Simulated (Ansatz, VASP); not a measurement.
Two plane-wave programs on In

```
CELL_PARAMETERS angstrom
-2.04508 2.04508 1.59516
2.04508 -2.04508 1.59516
2.04508 2.04508 -1.59516
ATOMIC_POSITIONS crystal
In 0.00000 0.00000 0.00000
```

Alike in both runs: task single point; functional LDA; k mesh 20 × 20 × 20; occupations gaussian, width 0.15 eV; no spin polarisation.

```csv
,VASP,Ansatz
version,VASP 6.6.1,Ansatz 0.2.0
potentials or method,"VASP PAW LDA potentials, release 64 (In_d)","scalar-relativistic, plane waves, PAW"
plane-wave cutoff (eV),520,420
valence electrons in the cell,13,13
```

Ansatz gave:

| Property | Result |
| --- | --- |
| gap on the k mesh at the Fermi level (eV) | none |
| pressure (GPa) | -2.7 |
| largest component of the traceless stress (GPa) | 0.44 |

Q: Estimate VASP's values.

A: gap on the k mesh at the Fermi level (eV): none; pressure (GPa): -2.7; largest component of the traceless stress (GPa): 0.43.

A gap of «none» marks a metal or a gap that the smearing closes.
